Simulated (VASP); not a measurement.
## BN (P6_3mc) under a change of volume

Strain engineering needs slopes: what does a change of volume do to the lattice and the band edges of BN?

Calculated with VASP 6.6.1; PBEsol; plane waves and PAW (B, N); cell typed or built by script, in the first sound run; inputs show where later runs differ.

This is a report of a sequence of runs, with most program output left out.

## Step 1: The structure

It takes space group P6_3mc (No. 186, hexagonal). Conventional cell: a = 2.550 Å, b = 2.550 Å, c = 4.220 Å, α = 90.00°, β = 90.00°, γ = 120.00°. Nearest to B lie 4 N at 1.56 to 1.59 Å. Nearest to N lie 4 B at 1.56 to 1.59 Å. Farther neighbours and most contacts between anions are not listed.

As a file:

```
B N
1.0
     2.55000    0.00000    0.00000
    -1.27500    2.20836    0.00000
     0.00000    0.00000    4.22000
B N
2 2
Direct
  0.33333 0.66667 0.00000
  0.66667 0.33333 0.50000
  0.33333 0.66667 0.37700
  0.66667 0.33333 0.87700
```

## Step 2: Relax the crystal, PBEsol

The series starts from the cell that this level prefers, so that zero strain is near zero stress.

This step took 2 runs in a row; the last is shown.

Level: PBEsol; plane waves and PAW (B, N); cell typed or built by script.

INCAR

```
SYSTEM = BN
PREC = Accurate
ENCUT = 600
EDIFF = 1E-07
NELM = 120
ISMEAR = 0
SIGMA = 0.02
LREAL = .FALSE.
ALGO = Normal
GGA = PS
NBANDS = 14
LASPH = .TRUE.
LORBIT = 11
LWAVE = .FALSE.
LCHARG = .FALSE.
KPAR = 16
IBRION = 2
NSW = 40
ISIF = 3
EDIFFG = -0.005
POTIM = 0.4
```

POSCAR

```
BN
1.0
    2.5415830991      0.0000000000      0.0000000000
   -1.2707915495      2.2010755300      0.0000000000
    0.0000000000      0.0000000000      4.2038538331
B N
2 2
Direct
    0.3333333333      0.6666666667      0.0013003609
    0.6666666667      0.3333333333      0.5013003609
    0.3333333333      0.6666666667      0.3756996391
    0.6666666667      0.3333333333      0.8756996391
```

KPOINTS

```
Automatic mesh
0
Gamma
13 13 7
0 0 0
```

The projector-augmented-wave data sets are B and N (PBE family, release 64).

Run with:

```sh
> mpirun -np 16 vasp_std
```

The job ended after 5.4 s (16 MPI ranks of Intel Xeon Platinum 8259CL at 2.50GHz (Skylake/Cascade Lake), shared host; peak memory 2.5 GiB).

Read from the output:

| Item | Value |
| --- | --- |
| energy(sigma→0) of the program | -36.6335 eV |
| stress, compression positive | xx, yy, zz 0.07, 0.07, 0.12 GPa |
| volume | 23.517 Å³ |
| ionic steps | 1 |

## Step 3: Relax at fixed volume, PBEsol

One member in full: the volume is scaled by 0.985, and shape and atoms relax at that volume.

Level: PBEsol; plane waves and PAW (B, N); cell typed or built by script.

INCAR: that of step 2 with these lines changed.

```diff
@@ -15,7 +15,7 @@
 LCHARG = .FALSE.
-KPAR = 16
+KPAR = 4
 IBRION = 2
 NSW = 40
-ISIF = 3
-EDIFFG = -0.005
+ISIF = 4
+EDIFFG = -0.004
 POTIM = 0.4
```

POSCAR

```
BN
1.0
    2.5288111092      0.0000000000      0.0000000000
   -1.2644055545      2.1900146623      0.0000000000
    0.0000000000      0.0000000000      4.1827285829
B N
2 2
Direct
    0.3333333333      0.6666666667      0.0013003609
    0.6666666667      0.3333333333      0.5013003609
    0.3333333333      0.6666666667      0.3756996391
    0.6666666667      0.3333333333      0.8756996391
```

KPOINTS is that of step 2.

Run with:

```sh
> mpirun -np 4 vasp_std
```

Elapsed: 18 s, on 4 MPI ranks; peak memory 0.58 GiB.

Read from the output:

```
energy(sigma→0) of the program : -36.6256 eV
stress, compression positive   : xx, yy, zz 6.10, 6.10, 6.14 GPa
ionic steps                    : 3
```

## Step 4: Band edges, TB-mBJ with spin-orbit coupling

Short lines in KPOINTS_OPT sample the zone centre, for masses, and the other valleys.

Level: TB-mBJ, spin-orbit coupling; plane waves and PAW (B, N); cell typed or built by script.

TB-mBJ has no energy functional, so the total energy, stress and pressure in this output mean nothing.

INCAR

```
SYSTEM = BN
PREC = Accurate
ENCUT = 600
EDIFF = 1E-06
NELM = 150
ISMEAR = 0
SIGMA = 0.02
LREAL = .FALSE.
ALGO = Normal
METAGGA = MBJ
LASPH = .TRUE.
LNONCOLLINEAR = .TRUE.
MAGMOM = 0 0 0 0 0 0 0 0 0 0 0 0
NBANDS = 26
GGA_COMPAT = .FALSE.
LSORBIT = .TRUE.
LWAVE = .FALSE.
LCHARG = .FALSE.
KPAR = 4
```

POSCAR

```
BN
1.0
    2.5287070002      0.0000000000      0.0000000000
   -1.2643535000      2.1899245012      0.0000000000
    0.0000000000      0.0000000000      4.1830730031
B N
2 2
Direct
    0.3333333333      0.6666666667      0.0013393276
    0.6666666667      0.3333333333      0.5013393276
    0.3333333333      0.6666666667      0.3756606724
    0.6666666667      0.3333333333      0.8756606724
```

KPOINTS

```
Automatic mesh
0
Gamma
11 11 6
0 0 0
```

KPOINTS_OPT

```
Line mode
6
Line-mode
Reciprocal
  0.00000000   0.00000000   0.00000000
  0.00000000   0.00000000   0.03328784

  0.00000000   0.00000000   0.00000000
 -0.02012281   0.01006141   0.00000000

  0.50000000   0.00000000   0.00000000
  0.50000000   0.00000000   0.50000000

  0.33333333   0.33333333   0.00000000
  0.33333333   0.33333333   0.50000000
```

Run with:

```sh
> mpirun -np 4 vasp_ncl
```

The job ended after 4.7 min (4 MPI ranks; peak memory 1.4 GiB).

## Step 5: Band edges, r2SCAN

Level: r2SCAN; plane waves and PAW (B, N); cell typed or built by script.

INCAR

```
SYSTEM = BN
PREC = Accurate
ENCUT = 600
EDIFF = 1E-06
NELM = 100
ISMEAR = 0
SIGMA = 0.02
LREAL = .FALSE.
ALGO = Normal
METAGGA = R2SCAN
LASPH = .TRUE.
NBANDS = 13
LWAVE = .FALSE.
LCHARG = .FALSE.
KPAR = 4
```

POSCAR is that of step 4.

KPOINTS is that of step 4.

KPOINTS_OPT is that of step 4.

Run with:

```sh
> mpirun -np 4 vasp_std
```

Run time: 32 s. Hardware: 4 MPI ranks; peak memory 0.61 GiB; 88 s of CPU time.

This run gave:

| Quantity | Value |
| --- | --- |
| energy(sigma→0) of the program | -38.2586 eV |
| stress, compression positive | xx, yy, zz 8.47, 8.47, 8.44 GPa |

The run ends at a pressure of 8.46 GPa, with forces up to 0.011 eV/Å.

## Step 6: The table

The other members went through these steps as far as the tables show, with the same cutoff and, step by step, the same mesh; 25 runs are not shown. The session took 3.5 core hours (wall time by ranks) on a shared machine.

```tsv
volume over the relaxed volume	volume (Å³/atom)	pressure (GPa)	energy above the unstrained row (meV/atom)	gap on the mesh, PBEsol (eV)
0.940	5.527	26.966	29.606	4.928
0.955	5.615	19.522	16.521	4.965
0.970	5.703	12.583	7.394	5.000
0.985	5.791	6.115	1.979	5.034
1	5.879	0.086	0.000	5.068
1.015	5.968	-5.538	1.238	5.095
1.030	6.056	-10.781	5.473	5.124
1.045	6.144	-15.670	12.508	5.151
1.060	6.232	-20.228	22.150	5.176
```

A cubic of the pressure in ln(V/V₀) through all rows has the slope −B at V₀: B = 388 GPa, and its curvature gives B′ = 3.7.

Band edges at TB-mBJ with spin-orbit coupling, counted from the valence-band top at Γ, spin-orbit pairs averaged, with one row partly withheld:

```tsv
volume over the relaxed volume	gap (eV)	conduction band at Γ (eV)	lowest conduction level on M–L (eV)	second valence level below the top (eV)	third valence level below the top (eV)
0.940	6.558	10.109	7.929	0.013	0.330
0.955	6.592	10.045	7.878	0.013	0.314
0.970	6.624	9.979	7.826	0.013	0.300
0.985	6.654	9.918	7.773	0.013	0.285
1	6.685	?	7.721	0.013	0.268
1.015	6.709	9.797	7.667	0.013	0.257
1.030	6.734	9.737	7.614	0.013	0.244
1.045	6.757	9.678	7.562	0.013	0.230
1.060	6.779	9.620	7.509	0.013	0.217
```

Band edges at r2SCAN, counted from the valence-band top at Γ:

```tsv
volume over the relaxed volume	gap (eV)	conduction band at Γ (eV)	lowest conduction level on M–L (eV)	second valence level below the top (eV)	third valence level below the top (eV)
0.940	5.573	9.337	7.266	0.000	0.340
0.955	5.609	9.272	7.209	0.000	0.325
0.970	5.643	9.207	7.152	0.000	0.310
0.985	5.674	9.145	7.094	0.000	0.296
1	5.707	9.085	7.036	0.000	0.280
1.015	5.732	9.023	6.978	0.000	0.269
1.030	5.759	8.964	6.920	0.000	0.256
1.045	5.784	8.905	6.863	0.000	0.243
1.060	5.808	8.847	6.806	0.000	0.230
```

## Step 7: Fit and prediction

The quantity to fit is the conduction level at Γ above the mean of the three top valence levels at TB-mBJ with spin-orbit coupling: 10.224, 10.154, 10.084, 10.017, 9.887, 9.822, 9.759, 9.697 eV in the rows shown.

Fitting a parabola to the 8 known rows (u: logarithm of the volume ratio) gives E = 0.3125 u² − 4.377 u + 9.951 in eV; the residuals are 5.2e-4 eV r.m.s.

For the withheld row, u = 0, the fit gives 9.9512 eV.

## Step 8: The withheld row

The calculation gives 9.9520 eV, so the prediction is 0.0008 eV too low, within twice the residual of the fit.

## Step 9: Summary of results

```json
{"bulk modulus": "388 GPa", "gap of the unstrained cell, r2SCAN": "5.71 eV", "dE/d ln V of the conduction level at Γ above the mean of the three top valence levels, TB-mBJ with spin-orbit coupling": "-4.38 eV", "error of the predicted row": "-0.8 meV"}
```

**Reading.** The slope of the energy gives 0.60 GPa at the relaxed volume where the pressure column has 0.09 GPa, a mark of the finite basis. At TB-mBJ with spin-orbit coupling the edge that sets the gap lies at a point without a column here, up to 1.37 eV below the lowest level listed; the gap runs between 6.56 and 6.78 eV. At r2SCAN the edge that sets the gap lies at a point without a column here, up to 1.69 eV below the lowest level listed; the gap runs between 5.57 and 5.81 eV. Hole masses are left out throughout, since the top bands are degenerate or cross in many series; of conduction masses, those of the Γ, L and (for Si and Ge under (001) strain) Δ valleys are kept where they change by under an eighth between rows. TB-mBJ is a potential fitted for gaps; it has no energy functional, so its total energies and forces mean nothing, and its bands tend to come out too narrow. r2SCAN opens gaps somewhat over GGA but leaves them below measured values as a rule. Spin-orbit coupling is left out at r2SCAN, so the valence splittings there lack it. Temperature, zero-point motion and excitons are left out.

[Lines on the potential files, build, host, timing and source positions are cut from VASP's logs without a mark.]

[Logs are printed without paths, hosts, clocks, repeated set-up lines and the standing remarks that a program may print on its own settings, such as how far it seeks lower states.]

[Hosts, paths, dates, database ids (printed as entryN), source tags and the programs' standing remarks are cut or masked in the printed files.]

[In band tables of VASP the shares of atoms and orbitals are scaled to a sum of 1 inside the atoms' spheres.]
